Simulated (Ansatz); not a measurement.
The system is Ge.

```
Ge
1.0
     1.39715   -2.60052    0.00000
     1.39715    2.60052    0.00000
     0.00000    0.00000    2.69823
Ge
1
Direct
  0.50000 0.50000 0.00000
```

This isn't the form of Ge at room conditions, which is diamond.

| Property | Result |
| --- | --- |
| Program | Ansatz 0.2.0 |
| Task | relaxation of cell and atoms |
| Functional | PBEsol |
| Dispersion | D3(BJ)-ATM |
| Potentials or basis | Ansatz PAW |
| Cutoff | 420 eV (not typed: the program's choice for these potentials) |
| k mesh | 11 × 11 × 10 |
| Occupations | fermi-dirac, width 0.05 eV |
| Spin | no spin polarisation |

At the start: volume 19.61 Å³/atom.

**Question.** Where does the relaxation end?

**Answer.** It ends after 7 steps and the volume is 17.77 Å³/atom (-9.4 %); space group Cmmm (No. 65, to 0.05 Å).

The path:
```
step  energy change (eV)  largest force (eV/Å)  volume (Å³)
   1              0.0000                0.0000        19.61
   2             -0.0447                0.0000        17.80
   3             -0.0456                0.0000        17.73
   4             -0.0457                0.0000        17.76
   5             -0.0458                0.0000        17.76
   6             -0.0458                0.0000        17.77
   7             -0.0454                0.0000        17.77
```

Final structure:
```
Ge
1.0
     1.38106   -2.43766    0.00000
     1.38106    2.43766    0.00000
     0.00000    0.00000    2.63898
Ge
1
Direct
  0.50000 0.50000 0.00000
```

Caveat: the plane-wave basis is chosen anew once the cell has moved, so the energies of steps on either side of that aren't comparable; pairwise dispersion overbinds metals, which lowers pressure and volume; the PAW data sets come from PBE, with cores solved anew for the run's functional, which leaves a small shift of forces and pressure.
